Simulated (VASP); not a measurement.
## InAs: relaxation of cell and atoms with PBE

The system is InAs.

```
In As
1.0
     0.00000    3.09408    3.09408
     3.09408    0.00000    3.09408
     3.09408    3.09408    0.00000
In As
1 1
Direct
  0.00000 0.00000 0.00000
  0.25000 0.25000 0.25000
```

```
Program                : VASP 6.6.1
Task                   : relaxation of cell and atoms
Functional             : PBE
Potentials or basis    : VASP PAW PBE potentials, release 64 (In_d, As)
Cutoff                 : 520 eV
k mesh                 : 10 × 10 × 10
Occupations            : gaussian, width 0.02 eV
Spin                   : no spin polarisation
Further INCAR settings : ALGO = Normal; EDIFF = 1e-07; AMIX = 0.2; IBRION = 2; EDIFFG = -0.002; NSW = 80; ISIF = 3
```

```yaml
Pressure_after_relaxing: 0.0 GPa
Band_gap_on_the_k_mesh: none (metal or under the smearing width)
```

Final structure:
```cif
data_structure
_symmetry_space_group_name_H-M 'P 1'
_symmetry_Int_Tables_number 1
_cell_length_a 4.3757
_cell_length_b 4.3757
_cell_length_c 4.3757
_cell_angle_alpha 60.000
_cell_angle_beta 60.000
_cell_angle_gamma 60.000
_cell_volume 59.24
loop_
_atom_site_label
_atom_site_type_symbol
_atom_site_fract_x
_atom_site_fract_y
_atom_site_fract_z
_atom_site_occupancy
In1 In 0.00000 0.00000 0.00000 1
As1 As 0.25000 0.25000 0.25000 1
```

Levels at points of the mesh, in eV from the Fermi level:
```tsv
k point	band 7	band 8	band 9	band 10	band 11	band 12
(0.00, 0.00, 0.00)	-0.55	-0.01	-0.01	-0.01	3.87	3.87
(0.50, 0.00, 0.00)	-5.44	-0.90	-0.90	0.80	4.63	4.63
(0.50, 0.50, 0.00)	-5.56	-2.11	-2.11	1.65	2.03	8.75
```

It took 23 s on 1 thread of Intel(R) Xeon(R) 6975P-C (Granite Rapids), with other jobs on the host, peak memory 0.22 GiB.

Caveat: the relaxation stopped at its first step, so nothing moved; this crystal is a semiconductor, whose small gap the functional closes, so the metal is an error of the method.
